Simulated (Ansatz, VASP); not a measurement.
**CdS (Hawleyite) in VASP and in Ansatz**

Contents of run.py:

```python
from ase import Atoms
from ase.calculators.vasp import Vasp
from ase.dft.bandgap import bandgap

atoms = Atoms(
    ['Cd', 'S'],
    cell=[[0.0, 2.9165, 2.9165], [2.9165, 0.0, 2.9165], [2.9165, 2.9165, 0.0]],
    scaled_positions=[[0.0, 0.0, 0.0], [0.75, 0.75, 0.75]],
    pbc=True,
)
calc = Vasp(
    directory='calc',
    xc='pbe',
    pp='PBE',
    setups={'base': 'minimal', 'Cd': '_GW', 'S': '_GW'},
    prec='Accurate',
    encut=550,
    ediff=1e-07,
    ismear=0,
    sigma=0.02,
    lreal=False,
    lasph=True,
    nelm=100,
    algo='Normal',
    isif=2,
    lwave=False,
    lcharg=False,
    kpts=[8, 8, 8],
    gamma=True,
)
atoms.calc = calc

print('energy (eV):', atoms.get_potential_energy())
print('free energy (eV):', atoms.get_potential_energy(force_consistent=True))
print('forces (eV/A):')
print(atoms.get_forces())
print('stress (eV/A^3, Voigt):', atoms.get_stress())
print('Fermi level (eV):', calc.get_fermi_level())
gap, top, bottom = bandgap(calc)
print('band gap (eV):', gap, 'from (spin, k, band)', top, 'to', bottom)
```

Contents of input.yaml:

```yaml
crystal:
  lattice:
    - [0.0, 2.9165, 2.9165]
    - [2.9165, 0.0, 2.9165]
    - [2.9165, 2.9165, 0.0]
  atoms:
    - { symbol: Cd, position: [0.0, 0.0, 0.0] }
    - { symbol: S, position: [0.75, 0.75, 0.75] }
hamiltonian:
  xc: pbe
  pseudopotentials: { kind: paw }
kpoints:
  mp_grid: { grid: [8, 8, 8] }
scf:
  occupations: { method: gaussian, width: 0.02 }
output:
  forces: true
  stress: true
  eigenvalues: true
  write_density: true
  write_potential: true
  elf: true
  volumetric_format: npy
```

Alike in both runs: task single point; functional PBE; k mesh 8 × 8 × 8; occupations gaussian, width 0.02 eV; no spin polarisation.

```csv
,VASP,Ansatz
version,VASP 6.6.1,Ansatz 0.2.0
potentials or method,"VASP PAW PBE potentials, release 64 (Cd_GW, S_GW)",Ansatz PAW
plane-wave cutoff (eV),550,420
valence electrons in the cell,18,26
```

```tsv
	VASP	Ansatz	Ansatz less VASP
gap on the k mesh at the Fermi level (eV)	1.14	1.15	+0.003
least direct gap on the mesh (eV)	1.14	1.15	+0.003
pressure (GPa)	2.8	2.8	+0.07
```

The two sets of potentials don't hold the same shells in valence.

PBE gaps usually lie below the measured ones, often by a third to a half.
